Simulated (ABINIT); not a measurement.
Input of an ABINIT 10.8.3 (patched build) run:

run.abi

```
# Pseudopotentials
pp_dirpath "./"
pseudos "Cl_ONCV_PBE-1.2.upf, Li_ONCV_PBE-1.2.upf"

# Structure
acell 3*1.0
rprim
     0.0000000000     4.8467128727     4.8467128727
     4.8467128727     0.0000000000     4.8467128727
     4.8467128727     4.8467128727     0.0000000000
ntypat 2
znucl 17 3
natom 2
typat 1 2
xcart
     4.8467128727     4.8467128727     4.8467128727
     0.0000000000     0.0000000000     0.0000000000

# Plane-wave basis
ecut 26.0

# k points
kptopt 1
ngkpt 6 6 6
nshiftk 1
shiftk 0.0 0.0 0.0

# Exchange and correlation
ixc 11

# Bands and occupations
nband 7
occopt 1

# SCF cycle
nstep 100
tolvrs 1.0e-10
diemac 6.0

# Output
iomode 3
prtwf 0
prtden 0
prteig 0
prtebands 0
enunit 1
```

Potentials or basis: SG15 NC PBE v1.2.

The run is started by

```bash
$ mpirun --bind-to none -np 8 abinit run.abi > log 2>&1
```

(1) What does it give for the band gap on the k mesh?

## Answers

(1) 6.35 eV, direct.
